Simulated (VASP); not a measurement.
# ZrS2 in VASP: a series of runs

One slab, ZrS2, is run at these levels: LDA; tasks: single point.

All numbers are computed with VASP 6.6.1; they aren't measurements. Logs are shortened: lines on timing, memory, paths and dates and some standing lists are left out, and cuts for length are marked.

## 1. The structure

The cell holds a slab with vacuum, 3 atoms: a = 3.691 Å, b = 3.691 Å, c = 10.874 Å, α = 90.00°, β = 90.00°, γ = 120.00°.

## 2. Single point, LDA

The input, INCAR:

```
SYSTEM = ZrS2
ALGO = Normal ; DIPOL = 0.5 0.5 0.500
EDIFF = 1E-7 ; ENCUT = 400
IDIPOL = 3 ; ISIF = 2
ISMEAR = 0 ; LASPH = .TRUE.
LCHARG = .FALSE. ; LDIPOL = .TRUE.
LREAL = .FALSE. ; LVACPOTAV = .TRUE.
LVHAR = .TRUE. ; LWAVE = .FALSE.
NBANDS = 23 ; NELM = 120
PREC = Accurate ; SIGMA = 0.05
```

The input, KPOINTS:

```
k-points
0
G
  7 7 1
  0 0 0
```

The input, POSCAR:

```
ZrS2
1.0
    3.6913825500      0.0000000000      0.0000000000
   -1.8456912700      3.1968310600      0.0000000000
    0.0000000000      0.0000000000     10.8744649004
S Zr
2 1
Direct
    0.6666666667      0.3333333333      0.3678341911
    0.3333333333      0.6666666667      0.6321658089
    0.0000000000      0.0000000000      0.5000000000
```

Potentials or basis: VASP PAW LDA potentials, release 64 (S, Zr_sv).

Command:

```sh
$ cat potpaw_LDA.64/S/POTCAR potpaw_LDA.64/Zr_sv/POTCAR > POTCAR
$ mpirun -np 1 vasp_std > vasp.out
```

OUTCAR:

```text
SYSTEM = ZrS2
   EDIFF = 1E-7
   ENCUT = 400
   ISIF = 2
   ISMEAR = 0
   LASPH = .TRUE.
   LREAL = .FALSE.
   NELM = 120
   PREC = Accurate

 Found      8 irreducible k-points:

 Following reciprocal coordinates:
            Coordinates               Weight
  0.000000  0.000000  0.000000      1.000000
  0.142857  0.000000  0.000000      6.000000
  0.285714  0.000000  0.000000      6.000000
  0.428571 -0.000000  0.000000      6.000000
  0.142857  0.142857  0.000000      6.000000
  0.285714  0.142857  0.000000     12.000000
   k-points           NKPTS =      8   k-points in BZ     NKDIM =      8   number of bands    NBANDS=     23
   number of dos      NEDOS =    301   number of ions     NIONS =      3
   total plane-waves  NPLWV =  41472
   dimension x,y,z NGX =    24 NGY =   24 NGZ =   72
   dimension x,y,z NGXF=    48 NGYF=   48 NGZF=  144
   ions per type =               2   1
   NGX,Y,Z   is equivalent  to a cutoff of  10.81, 10.81, 11.01 a.u.
   NGXF,Y,Z  is equivalent  to a cutoff of  21.62, 21.62, 22.01 a.u.
 SYSTEM =  ZrS2
   PREC   = accura    normal or accurate (medium, high low for compatibility)
   ISTART =      0    job   : 0-new  1-cont  2-samecut
   ICHARG =      2    charge: 1-file 2-atom 10-const
   ISPIN  =      1    spin polarized calculation?
   LNONCOLLINEAR =      F non collinear calculations
   LSORBIT =      F    spin-orbit coupling
   LASPH  =      T    aspherical Exc in radial PAW
   ENCUT  =  400.0 eV  29.40 Ry    5.42 a.u.   6.02  6.02 17.73*2*pi/ulx,y,z
   NELM   =    120;   NELMIN=  2; NELMDL= -5     # of ELM steps
   EDIFF  = 0.1E-06   stopping-criterion for ELM
   LREAL  =      F    real-space projection
   EDIFFG = 0.1E-05   stopping-criterion for IOM
   NSW    =      0    number of steps for IOM
   IBRION =     -1    ionic relax: 0-MD 1-quasi-New 2-CG
   NFREE  =      0    steps in history (QN), initial steepest desc. (CG)
   ISIF   =      2    stress and relaxation
   ISYM   =      2    0-nonsym 1-usesym 2-fastsym
   POTIM  = 0.5000    time-step for ionic-motion
   TEBEG  =    0.0;   TEEND  =   0.0 temperature during run
   PSTRESS=    0.0 pullay stress
   NELECT =      24.0000    total number of electrons
   NUPDOWN=      -1.0000    fix difference up-down
   EMIN   =  10.00;   EMAX   =-10.00  energy-range for DOS
   EFERMI =   0.00;   METHOD = LEGACY
   ISMEAR =     0;   SIGMA  =   0.05  broadening in eV -4-tet -1-fermi 0-gaus
   EFERMI_NEDOS =   21; number of points for ismear=-14 and -15
   IALGO  =     38    algorithm
   IMIX   =      4    mixing-type and parameters
     AMIX     =   0.40;   BMIX     =  1.00
     AMIX_MAG =   1.60;   BMIX_MAG =  1.00
  volume/ion in A,a.u.               =      42.78       288.66
  Fermi-wavevector in a.u.,A,eV,Ry     =   0.936209  1.769179 11.925346  0.876488
  Thomas-Fermi vector in A             =   2.063196
   LORBIT       =      0    0 simple, 1 ext, 2 COOP (PROOUT), +10 PAW based schemes
   GGA     = CA    functional components
   LHFCALC =     F    Hartree Fock is set to
   AEXX    =    0.0000 exact exchange contribution
   IVDW    =     0    specifies the selected vdW correction
   LEPSILON=     F    determine dielectric tensor
   LRPA    =     F    only Hartree local field effects (RPA)
 non-spin polarized calculation
 Gauss-broadening in eV      SIGMA  =   0.05
  energy-cutoff  :      400.00
  volume of cell :      128.33
 maximum number of plane-waves:      2354
   NGX = 13   NGY = 13   NGZ = 35

 dipolmoment           0.000000      0.000000     -0.000000 electrons x Angstroem

 number of electron      24.0000004 magnetization

 dipolmoment           0.000000      0.000000      0.000000 electrons x Angstroem

 Free energy of the ion-electron system (eV)
  ---------------------------------------------------
  ext. energy  EPLUGINS =         0.00000000
  ---------------------------------------------------
  free energy    TOTEN  =       -23.19418635 eV

  energy without entropy =      -23.19418635  energy(sigma->0) =      -23.19418635

 E-fermi :  -0.5020     XC(G=0):  -6.0540

 val. band max:       -0.7951531824   @ k =   0.0000   0.0000   0.0000
 cond. band min:       0.3557625250   @ k =   0.4286  -0.0000   0.0000
 fundamental gap:      1.1509157075
 Fermi energy:        -0.5019915990

 k-point     1 :       0.0000    0.0000    0.0000
  band No.  band energies     occupation
      1     -49.3901      2.00000
      2     -27.6065      2.00000
      3     -27.4594      2.00000
      4     -27.4594      2.00000
      5     -13.0946      2.00000
      6     -11.9155      2.00000
[... 15 lines left out ...]
     22       8.9700      0.00000
     23       8.9700      0.00000

 k-point     2 :       0.1429    0.0000    0.0000
  band No.  band energies     occupation
      1     -49.3867      2.00000
      2     -27.5962      2.00000
      3     -27.5080      2.00000
      4     -27.4699      2.00000
      5     -12.8946      2.00000
      6     -11.9483      2.00000
[... 15 lines left out ...]
     22       8.7555      0.00000
     23       9.7070      0.00000

 k-point     3 :       0.2857    0.0000    0.0000
  band No.  band energies     occupation
      1     -49.3791      2.00000
      2     -27.6162      2.00000
      3     -27.5719      2.00000
      4     -27.4932      2.00000
      5     -12.4427      2.00000
      6     -11.9895      2.00000
[... 15 lines left out ...]
     22       9.4606      0.00000
     23       9.6027      0.00000

 k-point     4 :       0.4286   -0.0000    0.0000
  band No.  band energies     occupation
      1     -49.3730      2.00000
      2     -27.6998      2.00000
      3     -27.5535      2.00000
      4     -27.5118      2.00000
      5     -12.2532      2.00000
      6     -11.7955      2.00000
[... 15 lines left out ...]
     22       9.2117      0.00000
     23       9.5052      0.00000

 k-point     5 :       0.1429    0.1429    0.0000
  band No.  band energies     occupation
      1     -49.3812      2.00000
      2     -27.5796      2.00000
      3     -27.5787      2.00000
      4     -27.4937      2.00000
      5     -12.5562      2.00000
      6     -11.9967      2.00000
[... 15 lines left out ...]
     22       8.4569      0.00000
     23       9.5685      0.00000

 k-point     6 :       0.2857    0.1429    0.0000
  band No.  band energies     occupation
      1     -49.3743      2.00000
      2     -27.6602      2.00000
      3     -27.5587      2.00000
      4     -27.5285      2.00000
      5     -12.1825      2.00000
      6     -11.9640      2.00000
[... 15 lines left out ...]
     22       9.0378      0.00000
     23       9.6443      0.00000

 [... further k-points ...]
[... 5 lines left out ...]
  --------------------------------------------------------------------------------------
  -------------------------------------------------------------------------------------
  Total       -2.2234900     -2.2234900     -1.1847899     -0.0000000      0.0000000     -0.0000000
  in kB      -27.7606177    -27.7606176    -14.7922864     -0.0000000      0.0000000     -0.0000000
  external PRESSURE =     -23.4378406 kB  Pullay stress =       0.0000000 kB

 VOLUME and BASIS-vectors are now :
 -----------------------------------------------------------------------------
  energy-cutoff  :      400.00
  volume of cell :      128.33
      direct lattice vectors                 reciprocal lattice vectors
     3.691382550  0.000000000  0.000000000     0.270901210  0.156404886  0.000000000
    -1.845691270  3.196831060  0.000000000     0.000000000  0.312809774  0.000000000
     0.000000000  0.000000000 10.874464900     0.000000000  0.000000000  0.091958548

 POSITION                                       TOTAL-FORCE (eV/Angst)
 -----------------------------------------------------------------------------------
      1.84569      1.06561      4.00000        -0.000000      0.000000      0.399674
      0.00000      2.13122      6.87446         0.000000     -0.000000     -0.399674
      0.00000      0.00000      5.43723        -0.000000      0.000000      0.000000
 -----------------------------------------------------------------------------------
    total drift:                                0.000000     -0.000000      0.000000

  FREE ENERGIE OF THE ION-ELECTRON SYSTEM (eV)
  ---------------------------------------------------
  free  energy   TOTEN  =       -23.1941863468 eV

  energy  without entropy=      -23.1941863468  energy(sigma->0) =      -23.19418635

 vacuum level on the upper side and lower side of the slab         5.830         5.830
```

Wall time 30 s (1 thread of AMD EPYC 7R43 (Zen 3), shared host); peak memory 0.13 GiB.

The run converged, but some of its settings lie outside the range that counts as converged, so its numbers aren't taken as properties of the slab.

What came out:

* Free energy: -23.1942 eV
* Largest force: 0.400 eV/Å
* Band gap on the k mesh: 1.15 eV, indirect (least direct gap 1.58 eV)
* Ionisation potential of the upper face: 6.63 eV

(Part 1 of 2 ends here.)
